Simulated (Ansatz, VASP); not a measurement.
**One calculation of Sc, two programs**

The input POSCAR:

```
Sc
1.0
   -1.8420678645      1.8420678645      1.8420678645
    1.8420678645     -1.8420678645      1.8420678645
    1.8420678645      1.8420678645     -1.8420678645
Sc
1
Direct
    0.0000000000      0.0000000000      0.0000000000
```

The input INCAR.step1:

```
SYSTEM = Sc
  PREC = Accurate
  ENCUT = 600
  ISMEAR = -1
  SIGMA = 0.1
  LREAL = .False.
  LASPH = .True.
  NELM = 80
  GGA = PE
  ALGO = Normal
  EDIFF = 1E-4
  LWAVE = .True.
  LCHARG = .False.
```

File INCAR.step2:

```
SYSTEM = Sc
  PREC = Accurate
  ENCUT = 600
  EDIFF = 1E-6
  ISMEAR = -1
  SIGMA = 0.1
  LREAL = .False.
  LASPH = .True.
  NELM = 80
  ALGO = Normal
  ISIF = 3
  LWAVE = .False.
  LCHARG = .False.
  METAGGA = R2SCAN
  LMIXTAU = .True.
  IBRION = 2
  NSW = 80
  EDIFFG = -0.01
  ISTART = 1
```

File KPOINTS:

```
Automatic mesh
0
Gamma
  12 12 12
  0 0 0
```

Input for Ansatz:

```yaml
crystal:
  lattice:
    - [-1.8420678645, 1.8420678645, 1.8420678645]
    - [1.8420678645, -1.8420678645, 1.8420678645]
    - [1.8420678645, 1.8420678645, -1.8420678645]
  atoms:
    - { symbol: Sc, position: [0.0, 0.0, 0.0] }
hamiltonian:
  xc: r2scan
  pseudopotentials:
    kind: paw
    azcp:
      Sc: "pseudopotentials/Sc.paw.azcp"
basis:
  ecutwfc: 500
  fft_grid_basis: typed
kpoints:
  mp_grid: { grid: [12, 12, 12], shift: [0, 0, 0] }
magnetization:
  spin_polarized: false
scf:
  occupations: { method: fermi_dirac, width: 0.1 }
relax:
  max_steps: 60
  f_tol: 0.01
  cell: {}
```

The cell was built by a generator and needn't be a form met in nature.

Alike in both runs: task relaxation of cell and atoms; functional r2SCAN; k mesh 12 × 12 × 12; occupations fermi-dirac, width 0.1 eV; no spin polarisation.

```csv
,VASP,Ansatz
version,VASP 6.6.1,Ansatz 0.2.0
potentials or method,"VASP PAW PBE potentials, release 64 (Sc_sv)","plane waves (500 eV) with PAW, scalar-relativistic"
plane-wave cutoff (eV),600,500
valence electrons in the cell,11,11
```

```csv
,VASP,Ansatz,Ansatz less VASP
relaxed volume (Å³/atom),25.25,25.15,-0.099
relaxed cell length with the largest relative difference (Å),3.201,3.197,-0.0042
```

Caveats: the PAW data sets were made with another functional, which shifts forces and pressure a little (VASP).
